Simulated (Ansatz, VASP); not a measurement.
**One calculation of Mg, two programs**

```
CELL_PARAMETERS angstrom
3.14661 0.00000 0.00000
-1.57331 2.72505 0.00000
0.00000 0.00000 25.07778
ATOMIC_POSITIONS crystal
Mg 0.33333 0.66667 0.29454
Mg 0.66667 0.33333 0.39821
Mg 0.33333 0.66667 0.50000
Mg 0.66667 0.33333 0.60179
Mg 0.33333 0.66667 0.70546
```

Alike in both runs: functional LDA; k mesh 12 × 12 × 1; occupations gaussian, width 0.1 eV; no spin polarisation.

Ansatz relaxed the structure, and its values are those at the end. VASP's run is a single point on that final structure, the one shown.

|  | VASP | Ansatz |
| --- | --- | --- |
| version | VASP 6.6.1 | Ansatz 0.2.0 |
| potentials or method | VASP PAW LDA potentials, release 64 (Mg) | scalar-relativistic, plane waves, PAW |
| plane-wave cutoff (eV) | 520 | 420 |
| valence electrons in the cell | 10 | 50 |

|  | VASP | Ansatz | Ansatz less VASP |
| --- | --- | --- | --- |
| gap on the k mesh at the Fermi level (eV) | none | none | - |
| rms of the force components (eV/Å) | 0.006 | 0.001 | -0.0046 |
| work function, face that differs most (eV) | 3.84 | 3.91 | +0.070 |

A gap of «none» marks a metal or a gap that the smearing closes. The two sets of potentials don't hold the same shells in valence. Ansatz warned: «xc_potential_rough_in_thin_density».
